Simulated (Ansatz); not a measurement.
**BaTiO3: response to strain**

Aim: deform BaTiO3 (equal xx and yy strain of -3 %) and compute stress, forces and field gradients with LAPW, PAW and all-electron datasets made for the crystal.

Program: Ansatz 0.2.0. Level of theory: DFT PBEsol, scalar-relativistic. These are calculated values, not measurements.

### 1 The starting structure

It takes space group Amm2 (No. 38, orthorhombic). Conventional cell: a = 3.984 Å, b = 5.674 Å, c = 5.692 Å, α = 90.00°, β = 90.00°, γ = 90.00°. Around Ba (site symmetry mm2) lie 12 O at 2.80 to 2.89 Å. Around Ti (site symmetry mm2) lie 6 O at 1.95 to 2.07 Å. O (site symmetry mm2) is surrounded by 2 Ti at 1.99 Å and 4 Ba at 2.80 to 2.89 Å. O (site symmetry m) is surrounded by 2 Ti at 1.95 to 2.07 Å and 4 Ba at 2.82 to 2.84 Å.

Structure file:

```cif
data_structure
_symmetry_space_group_name_H-M 'P 1'
_symmetry_Int_Tables_number 1
_cell_length_a 3.9841
_cell_length_b 4.0184
_cell_length_c 4.0184
_cell_angle_alpha 89.824
_cell_angle_beta 90.000
_cell_angle_gamma 90.000
_cell_volume 64.33
loop_
_atom_site_label
_atom_site_type_symbol
_atom_site_fract_x
_atom_site_fract_y
_atom_site_fract_z
_atom_site_occupancy
Ba1 Ba 0.00000 0.00000 0.00000 1
Ti1 Ti 0.50000 0.50790 0.50790 1
O1 O 0.00000 0.49210 0.49210 1
O2 O 0.50000 0.50251 0.99371 1
O3 O 0.50000 0.99371 0.50251 1
```

Atoms are numbered in the order of the input: Ba1, Ti2, O3, O4, O5.

### 2 After the deformation

Space group Amm2 before, Amm2 after.

### 3 Full-potential LAPW

input.yaml reads:

```yaml
crystal:
  lattice:
    - [3.864577, 0.0, 0.0]
    - [0.0, 2.7519385, 2.8458]
    - [0.0, -2.7519385, 2.8458]
  atoms:
    - { symbol: Ba, position: [0.0, 0.0, 0.0] }
    - { symbol: Ti, position: [0.5, 0.5079, 0.5079] }
    - { symbol: O, position: [0.0, 0.4921, 0.4921] }
    - { symbol: O, position: [0.5, 0.50251, 0.99371] }
    - { symbol: O, position: [0.5, 0.99371, 0.50251] }
kpoints:
  mp_grid: { grid: [8, 8, 8] }
  band_path:
    path:
      - [0.0, 0.0, 0.0]
      - [0.0, 0.5, 0.5]
      - [0.0, 0.5162192719, 0.4837807281]
      - [0.0, 0.4837807281, -0.4837807281]
      - [0.0, 0.0, 0.0]
      - [0.5, 0.0, 0.0]
      - [0.5, 0.4837807281, -0.4837807281]
      - [0.5, 0.5162192719, 0.4837807281]
      - [0.5, 0.5, 0.5]
    npoints: 5
scf:
  occupations: { method: fermi_dirac, width: 0.05 }
hamiltonian:
  xc: pbesol
  pseudopotentials: { kind: all_electron, lapw: { basis_error: 0.001 } }
output:
  forces: true
  stress: true
  eigenvalues: true
```

Started as:

```bash
ansatz run input.yaml --threads 2 --pin off --max-ram 8192MiB --backend cpu --events-out ev --progress --plain --runs-dir out
```

### 4 PAW on the default files

input.yaml reads:

```yaml
crystal:
  lattice:
    - [3.864577, 0.0, 0.0]
    - [0.0, 2.7519385, 2.8458]
    - [0.0, -2.7519385, 2.8458]
  atoms:
    - { symbol: Ba, position: [0.0, 0.0, 0.0] }
    - { symbol: Ti, position: [0.5, 0.5079, 0.5079] }
    - { symbol: O, position: [0.0, 0.4921, 0.4921] }
    - { symbol: O, position: [0.5, 0.50251, 0.99371] }
    - { symbol: O, position: [0.5, 0.99371, 0.50251] }
kpoints:
  mp_grid: { grid: [8, 8, 8] }
scf:
  occupations: { method: fermi_dirac, width: 0.05 }
hamiltonian:
  xc: pbesol
  pseudopotentials: { kind: paw }
output:
  forces: true
  stress: true
  eigenvalues: true
  efg: { contact_densities: true }
  write_density: true
  write_potential: true
  elf: true
  volumetric_format: npy
```

### 5 All-electron PAW on datasets made for the crystal

input.yaml: that of step 4 with these lines changed.

```diff
@@ -17,3 +17,3 @@
   xc: pbesol
-  pseudopotentials: { kind: paw }
+  pseudopotentials: { kind: all_electron, datasets: crystal }
 output:
@@ -23,5 +23 @@
   efg: { contact_densities: true }
-  write_density: true
-  write_potential: true
-  elf: true
-  volumetric_format: npy
```

(Steps that only read results are left out.)

Q: Predict the outcome of this session. Wanted: pressure; largest shear or deviatoric stress.

As calculated:

| quantity | value |
| --- | --- |
| pressure | LAPW 7.03, PAW 7.02, crystal datasets 7.02 GPa |
| largest shear or deviatoric stress (LAPW) | 6.06 GPa |

The largest part of the stress beyond the pressure is 6.06 GPa in size, in the zz component; the atoms are carried along and not relaxed. No run of the undeformed cell stands beside it, so the pressure holds what the given cell had before the change. PAW: stress within 0.01 GPa of LAPW, forces within 5 meV/Å. Crystal datasets: stress within 0.01 GPa of LAPW, forces within 1 meV/Å. Spin-orbit coupling is left out, though the cell holds Ba; in elements this heavy it can shift bands and gaps by tenths of an eV.
